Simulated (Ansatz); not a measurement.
The calculation used DFT PBE, scalar-relativistic, plane waves, PAW (Ansatz 0.2.0). All cells share a 420 eV cutoff and Γ-centred k meshes spaced at most about 0.3 Å⁻¹ (about 0.25 or finer for metals, 2π included). No spin polarisation.

These are static total energies at zero pressure.

Question: Which of these relaxed structures of Al₄P is the lowest in energy?
A.

Space group P6/mmm (No. 191). a = 2.764 Å, b = 2.764 Å, c = 13.463 Å, α = 90.00°, β = 90.00°, γ = 120.00°
```json
{"atom": "Al", "site": "2e", "symmetry": "6mm", "x": "0.0000", "y": "0.0000", "z": "0.1038"}
{"atom": "Al", "site": "2e", "symmetry": "6mm", "x": "0.0000", "y": "0.0000", "z": "0.3142"}
{"atom": "P", "site": "1b", "symmetry": "6/mmm", "x": "0.0000", "y": "0.0000", "z": "0.5000"}
```

B.

Space group I4/mmm (No. 139). a = 3.584 Å, b = 3.584 Å, c = 14.084 Å, α = 90.00°, β = 90.00°, γ = 90.00°
| atom | site | symmetry | x | y | z |
| --- | --- | --- | --- | --- | --- |
| Al | 4d | -4m2 | 0.0000 | 0.5000 | 0.2500 |
| Al | 4e | 4mm | 0.5000 | 0.5000 | 0.0925 |
| P | 2a | 4/mmm | 0.0000 | 0.0000 | 0.0000 |

Answer: A. The other, B, lies 86 meV/atom higher. Counting Al atoms around P (those within 1.25 times the shortest such distance or 1.15 times the sum of covalent radii, 1.27 where that leaves under three; the shortest distance is added where it exceeds 1.18 times the sum of covalent radii): A has P 2; B has P 8 from 2.8 Å. Both come from invented guesses. The lowest form computed isn't among them: it has space group I4/mmm (No. 139), 18.8 Å³/atom and lies 24 meV/atom below the best shown. Even the lowest of the cells shown lies +0.19 eV/atom against the elements.

Cells relaxed within their symmetry can be saddle points. Some candidate types were left out of the draw beforehand, so a known form may be missing.
